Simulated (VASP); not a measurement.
## NaH: relaxation of cell and atoms with LDA

The system is NaH.

```
Na H
1.0
     0.00000    2.34555    2.34555
     2.34555    0.00000    2.34555
     2.34555    2.34555    0.00000
Na H
1 1
Direct
  0.00000 0.00000 0.00000
  0.50000 0.50000 0.50000
```

```json
{
 "Program": "VASP 6.6.1",
 "Task": "relaxation of cell and atoms",
 "Functional": "LDA",
 "Potentials or basis": "VASP PAW LDA potentials, release 64 (Na_pv, H)",
 "Cutoff": "600 eV",
 "k mesh": "8 × 8 × 8",
 "Occupations": "gaussian, width 0.02 eV",
 "Spin": "no spin polarisation",
 "Dipole correction": "no",
 "Further INCAR settings": "ALGO = Normal; EDIFF = 1e-06; IBRION = 2; EDIFFG = -0.005; NSW = 100; ISIF = 3"
}
```

```json
{"Pressure after relaxing": "0.0 GPa", "Band gap on the k mesh": "3.55 eV, indirect (least direct gap 4.50 eV)"}
```

Final structure:
```
CELL_PARAMETERS angstrom
0.00000 2.34555 2.34555
2.34555 0.00000 2.34555
2.34555 2.34555 0.00000
ATOMIC_POSITIONS crystal
Na 0.00000 0.00000 0.00000
H 0.50000 0.50000 0.50000
```

Levels at points of the mesh, in eV from the valence-band top:
```
           k point  band 1  band 2  band 3  band 4  band 5  band 6  band 7  band 8
(0.00, 0.00, 0.00)  -22.03  -22.03  -22.03   -4.05   11.20   15.84   15.84   15.84
(0.50, 0.00, 0.00)  -22.16  -22.05  -22.05   -0.96    3.55   11.20   13.62   13.62
(0.50, 0.50, 0.00)  -22.15  -22.07  -22.07   -0.22    4.47    9.98   10.88   10.88
```

Wall time 3.1 s on 1 thread of Intel(R) Xeon(R) 6975P-C (Granite Rapids), with other jobs on the host, peak memory 0.13 GiB.

Caveat: the relaxation stopped at its first step, so nothing moved. A k mesh can miss the band edges.
